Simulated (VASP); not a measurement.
# InP: convergence, relaxation of the cell

InP, F-43m (no. 216), 2 atoms in the cell. RSCAN; PAW potentials In_d, P (PBE set). VASP 6.6.1. The cell is changed on purpose: volume scaled by 1.1.

Wanted: cell volume within 0.2 %; lattice lengths within 0.1 %; shortest distances from each atom, periodic images included within 0.005 Å.

What the run is for: cell; Accuracy asked: standard.

The series start from Plane-wave cutoff (eV): 380; k-point mesh: 5 × 5 × 5; Relaxation passes: 2; Ionic threshold (EDIFFG): -0.005; Electronic threshold (eV): 1e-6; Precision mode (PREC): Accurate; Relaxation algorithm: IBRION=2 POTIM=0.5. Each series keeps the choices made before it, and each single choice may use up half of a tolerance. Times cover all steps of a run.

## Plane-wave cutoff (eV)

| Plane-wave cutoff (eV) | Cell volume (Å³) | Lattice lengths, largest deviation against the largest value | Shortest distances from each atom, periodic images included, largest deviation (Å) | Time (s) |
|---|---|---|---|---|
| 260 | 51.24 | 0.086 % | 0.0022 | 164 |
| 290 | 51.15 | 0.14 % | 0.0036 | 140 |
| 330 | 51.13 | 0.16 % | 0.0041 | 170 |
| 380 | 51.33 | 0.028 % | 0.0007 | 185 |
| 450 | 51.37 | 0.0034 % | 0.0001 | 147 |
| 540 | 51.37 | 0.0053 % | 0.0001 | 119 |
| 680 (reference) | 51.37 | 0 % | 0.0000 | 144 |

Chosen: 380, the loosest value from which every tighter one stays within half of the tolerance.

## k-point mesh

| k-point mesh | Cell volume (Å³) | Lattice lengths, largest deviation against the largest value | Shortest distances from each atom, periodic images included, largest deviation (Å) | Time (s) |
|---|---|---|---|---|
| 3 × 3 × 3 | 51.82 | 0.38 % | 0.0097 | 85 |
| 4 × 4 × 4 | 51.37 | 0.091 % | 0.0023 | 210 |
| 5 × 5 × 5 | 51.33 | 0.063 % | 0.0016 | 185 |
| 6 × 6 × 6 | 51.24 | 0.0041 % | 0.0001 | 162 |
| 8 × 8 × 8 (reference) | 51.23 | 0 % | 0.0000 | 263 |

Chosen: 6 × 6 × 6.

## Relaxation passes

| Relaxation passes | Cell volume (Å³) | Lattice lengths, largest deviation against the largest value | Shortest distances from each atom, periodic images included, largest deviation (Å) | Time (s) |
|---|---|---|---|---|
| 1 | 51.32 | 0.053 % | 0.0014 | 113 |
| 2 | 51.24 | 0 % | 0.0000 | 162 |
| 3 (reference) | 51.24 | 0 % | 0.0000 | 226 |

Chosen: 2.

## Ionic threshold (EDIFFG)

| Ionic threshold (EDIFFG) | Cell volume (Å³) | Lattice lengths, largest deviation against the largest value | Shortest distances from each atom, periodic images included, largest deviation (Å) | Time (s) |
|---|---|---|---|---|
| -0.05 | 51.32 | 0.078 % | 0.0020 | 140 |
| -0.02 | 51.17 | 0.019 % | 0.0005 | 157 |
| -0.01 | 51.24 | 0.024 % | 0.0006 | 162 |
| -0.005 | 51.24 | 0.024 % | 0.0006 | 162 |
| -0.002 (reference) | 51.2 | 0 % | 0.0000 | 229 |

Chosen: -0.02.

## Electronic threshold (eV)

| Electronic threshold (eV) | Cell volume (Å³) | Lattice lengths, largest deviation against the largest value | Shortest distances from each atom, periodic images included, largest deviation (Å) | Time (s) |
|---|---|---|---|---|
| 0.0001 | 51.22 | 0.062 % | 0.0016 | 153 |
| 1e-5 | 51.12 | 0.13 % | 0.0033 | 130 |
| 1e-6 | 51.17 | 0.091 % | 0.0023 | 157 |
| 1e-7 (reference) | 51.31 | 0 % | 0.0000 | 139 |

Chosen: 1e-7; the next looser run is off by more than half of the tolerance, so convergence isn't shown beyond this value.

## Precision mode (PREC)

| Precision mode (PREC) | Cell volume (Å³) | Lattice lengths, largest deviation against the largest value | Shortest distances from each atom, periodic images included, largest deviation (Å) | Time (s) |
|---|---|---|---|---|
| Normal | 51.27 | 0.027 % | 0.0007 | 82 |
| Accurate (reference) | 51.31 | 0 % | 0.0000 | 139 |

Chosen: Normal.

## Relaxation algorithm

| Relaxation algorithm | Cell volume (Å³) | Lattice lengths, largest deviation against the largest value | Shortest distances from each atom, periodic images included, largest deviation (Å) | Time (s) |
|---|---|---|---|---|
| IBRION=2 POTIM=0.5 | 51.27 | 0 % | 0.0000 | 82 |
| IBRION=2 POTIM=0.2 | 51.27 | 0.0012 % | 0.0000 | 87 |
| IBRION=1 POTIM=0.5 | 51.28 | 0.0053 % | 0.0001 | 87 |
| IBRION=1 POTIM=0.2 | 51.27 | 0.00096 % | 0.0000 | 89 |

Chosen: IBRION=2 POTIM=0.5; no other choice that stays within half of the tolerance saves 30 % of the time.

## All choices together

| Input | Cell volume (Å³) | Lattice lengths, largest deviation against the largest value | Shortest distances from each atom, periodic images included, largest deviation (Å) | Time (s) |
|---|---|---|---|---|
| the program's defaults (naive) | 51.34 | 0.0057 % | 0.0001 | 16 |
| chosen settings | 51.27 | 0.049 % | 0.0013 | 82 |
| reference settings throughout | 51.35 | 0 % | 0.0000 | 392 |

The chosen settings stay within the tolerance of the reference run, but the reference itself isn't shown to be converged in: Electronic threshold (eV).

Values of the reference run: Lattice lengths: 4.172, 4.172, 4.172 Å; Shortest distances from each atom, periodic images included: 2.555, 2.555, 2.555, 2.555, 2.555, 2.555, 2.555, 2.555 Å.

## The input

INCAR.step1:
```
SYSTEM = InP
ALGO = Normal ; EDIFF = 1E-7
EDIFFG = -0.02 ; EFERMI = MIDGAP
ENCUT = 380 ; GGA_COMPAT = .False.
IBRION = 2 ; ISIF = 3
ISMEAR = 0 ; KPAR = 2
LASPH = .True. ; LCHARG = .False.
LMIXTAU = .True. ; LREAL = .False.
LWAVE = .False. ; METAGGA = RSCAN
NELM = 120 ; NELMIN = 4
NSW = 80 ; POTIM = 0.5
PREC = Normal ; SIGMA = 0.03
```

INCAR.step3, as INCAR.step1 but for:
```
- EDIFFG = -0.02
- IBRION = 2
- ISIF = 3
- NELMIN = 4
- NSW = 80
- POTIM = 0.5
+ ISIF = 2
```

KPOINTS:
```
Automatic mesh
0
Gamma
  6 6 6
  0 0 0
```

POSCAR.step1:
```
InP
1.0
    0.0000000000      3.0250968783      3.0250968783
    3.0250968783      0.0000000000      3.0250968783
    3.0250968783      3.0250968783      0.0000000000
In P
1 1
Direct
    0.0000000000      0.0000000000      0.0000000000
    0.7500000000      0.7500000000      0.7500000000
```

Commands (each step's output is kept before the next begins):
```
cat potpaw_PBE.64/In_d/POTCAR potpaw_PBE.64/P/POTCAR > POTCAR
cp INCAR.step1 INCAR
cp POSCAR.step1 POSCAR
mpirun -np 2 vasp_std > vasp.out
cp CONTCAR POSCAR
mpirun -np 2 vasp_std > vasp.out
cp CONTCAR POSCAR
cp INCAR.step3 INCAR
mpirun -np 2 vasp_std > vasp.out
```

The naive input happens to agree within the tolerance here, in 16 s.

The chosen input took VASP 6.6.1 82 s on 2 cores (Intel Xeon Platinum 8259CL @ 2.50GHz (Skylake/Cascade Lake)), a shared host.
